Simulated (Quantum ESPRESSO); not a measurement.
Write the native input for Quantum ESPRESSO 7.5 that does the following.

```
Task                : single point
Functional          : PBE
Potentials or basis : PseudoDojo 0.5 SR PBE standard
Cutoff              : 1197 eV
Density cutoff      : 4789 eV
k mesh              : 4 × 4 × 4
Occupations         : fermi-dirac, width 0.05 eV
Spin                : collinear spin, ferromagnetic start
Starting moments    : [0.6] μB
Mixing beta         : 0.3
Most SCF iterations : 120
SCF threshold       : 2e-10 Ry
```

The system is Rh.

```
Rh
1.0
     0.00227    1.91166    1.94209
     1.91547    0.00699    1.93736
     1.87423    1.86570    0.04824
Rh
1
Direct
  0.96517 0.98999 0.03293
```

The cell isn't the ideal one: cell strained at random at fixed volume.

The input as run:

pw.in

```
&CONTROL
  calculation = 'scf'
  prefix = 'pwscf'
  outdir = './tmp'
  pseudo_dir = './pseudo'
  tprnfor = .true.
  tstress = .true.
  disk_io = 'nowf'
/
&SYSTEM
  ibrav = 0
  nat = 1
  ntyp = 1
  ecutwfc = 88
  nbnd = 18
  occupations = 'smearing'
  smearing = 'fd'
  degauss = 0.00367493
  nspin = 2
  starting_magnetization(1) = 0.0353
/
&ELECTRONS
  conv_thr = 2d-10
  electron_maxstep = 120
  mixing_beta = 0.3
/
ATOMIC_SPECIES
Rh   102.9055 Rh.upf
CELL_PARAMETERS angstrom
   0.0022680000    1.9116650000    1.9420860000
   1.9154710000    0.0069930000    1.9373610000
   1.8742270000    1.8656960000    0.0482370000
ATOMIC_POSITIONS crystal
Rh    -0.0348270000   -0.0100080000    0.0329320000
K_POINTS automatic
4 4 4 0 0 0
```

Potentials or basis: PseudoDojo 0.5 SR PBE standard.

Command:

```console
$ OMP_NUM_THREADS=1 mpirun -n 2 pw.x -nk 2 -in pw.in > pw.out
```

Results of the run:

The pressure is 1.3 GPa and the band gap on the k mesh is none (metal or under the smearing width). The net moment is 0.00 μB per cell, the absolute moment is 0.00 μB per cell and the valence electrons inside the program's atomic spheres are Rh 15.11.

Caveat: the k mesh is coarse (spacing up to 0.73 Å⁻¹), so the values aren't converged.

Run time: 11 s on 2 MPI ranks on Arm Neoverse V1, on a shared host, peak memory 0.14 GiB a rank.
